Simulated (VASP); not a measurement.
**TaSi2: optical spectrum with PBEsol**

Crystal: TaSi2.

```
CELL_PARAMETERS angstrom
4.78000 0.00000 0.00000
-2.39000 4.13960 0.00000
0.00000 0.00000 6.56400
ATOMIC_POSITIONS crystal
Ta 0.00000 0.50000 0.16667
Ta 0.50000 0.50000 0.83333
Ta 0.50000 0.00000 0.50000
Si 0.33330 0.16665 0.16667
Si 0.16665 0.83335 0.83333
Si 0.83335 0.66670 0.50000
Si 0.66670 0.83335 0.16667
Si 0.83335 0.16665 0.83333
Si 0.16665 0.33330 0.50000
```

* Program: VASP 6.6.1
* Task: optical spectrum
* Functional: PBEsol
* Potentials or basis: VASP PAW PBE potentials, release 64 (Ta_pv, Si)
* Cutoff: 520 eV
* k mesh: 5 × 5 × 3
* Occupations: gaussian, width 0.02 eV
* Spin: no spin polarisation
* Further INCAR settings: ALGO = Normal; EDIFF = 1e-06; NBANDS = 76

```yaml
Pressure: -0.9 GPa
Largest_force: 0.756 eV/Å
Band_gap_on_the_k_mesh: none (metal or under the smearing width)
```

Forces on the atoms (eV/Å):
```
Ta   0.000  0.000  0.000
Ta   0.000  0.000  0.000
Ta   0.000  0.000  0.000
Si  -0.654 -0.378  0.000
Si  -0.654  0.378  0.000
Si   0.000  0.756  0.000
Si   0.654  0.378  0.000
Si   0.654 -0.378  0.000
Si   0.000 -0.756  0.000
```

Stress tensor (GPa, compression positive):
```
-1.96  0.00  0.00
 0.00 -1.96  0.00
 0.00  0.00  1.12
```

Levels at points of the mesh, in eV from the Fermi level:
| k point | band 25 | band 26 | band 27 | band 28 | band 29 | band 30 | band 31 | band 32 | band 33 | band 34 |
| --- | --- | --- | --- | --- | --- | --- | --- | --- | --- | --- |
| (0.00, 0.00, 0.00) | -2.50 | -2.26 | -2.26 | -2.21 | -1.77 | 0.55 | 3.12 | 3.12 | 3.46 | 3.51 |

Dielectric function (mean over the directions given):
```csv
energy (eV),real part,imaginary part
0.25,4.86,130.36
0.88,9.84,40.37
1.57,13.09,20.77
2.26,19.76,25.55
2.95,9.76,24.13
3.64,7.55,26.85
4.27,-0.71,18.98
4.96,-0.91,23.68
5.65,-6.69,17.55
6.35,-8.76,12.02
7.04,-8.29,9.82
7.73,-7.87,6.19
8.36,-6.73,4.50
9.05,-5.49,3.17
9.74,-4.38,2.91
10.43,-4.16,1.78
11.12,-3.28,1.19
11.81,-2.70,0.92
12.44,-2.32,0.81
13.13,-1.92,0.52
13.82,-1.54,0.49
14.51,-1.29,0.40
15.21,-1.06,0.35
15.90,-0.84,0.30
16.52,-0.67,0.29
17.22,-0.54,0.23
17.91,-0.42,0.19
18.60,-0.30,0.17
19.29,-0.19,0.12
19.98,-0.10,0.11
```

It took 120 s on 1 thread of Intel(R) Xeon(R) Platinum 8559C (Emerald Rapids), on a shared host, peak memory 0.29 GiB.

Caveat: spectra need much finer meshes, so this one isn't converged; independent-particle spectra lack excitons; the intraband (Drude) part of a metal's response may be missing; the PAW data sets were made with another functional, which shifts forces and pressure a little; the cell's inner coordinates are idealised or old, which leaves forces on the atoms. Spin-orbit coupling is left out, which matters for the levels of Ta.
